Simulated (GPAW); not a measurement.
Crystal: Cu.

```
Cu
1.0
     0.00000    1.80750    1.80750
     1.80750    0.00000    1.80750
     1.80750    1.80750    0.00000
Cu
1
Cartesian
  0.0000 0.0000 0.0000
```

- Program: GPAW 26.7.0
- Task: relaxation of cell and atoms
- Functional: PBEsol
- Dispersion: D3(BJ)+ATM
- Potentials or basis: PAW data sets generated in the run's folder for this functional
- Cutoff: 600 eV
- Basis: pw
- k mesh: 13 × 13 × 13
- Occupations: fermi-dirac, width 0.05 eV
- Spin: no spin polarisation

At the start: pressure -10.0 GPa; volume 11.81 Å³/atom.

**Question.** How do energy, volume and symmetry change on relaxing?

**Answer.** Over 4 steps the energy falls by 23.3 meV/atom and the volume is 11.08 Å³/atom (-6.2 %); space group Fm-3m (No. 225, to 0.05 Å).

Step by step:
```
step  energy change (eV)  largest force (eV/Å)  pressure (GPa)  volume (Å³)
   1              0.0000                0.0000          -10.00        11.81
   2             -0.0174                0.0000           -5.48        11.44
   3             -0.0232                0.0000            0.63        11.04
   4             -0.0233                0.0000           -0.03        11.08
```

Final structure:
```
Cu
1.0
     0.00000    1.76948    1.76948
     1.76948    0.00000    1.76948
     1.76948    1.76948    0.00000
Cu
1
Cartesian
  0.0000 0.0000 0.0000
```

Caveat: with this Cu data set, volumes or pressures lay over 1.5 % or 2 GPa off other programs in two to four cells of ten; later steps reuse the first step's grids; pairwise dispersion overbinds metals, which lowers pressure and volume.
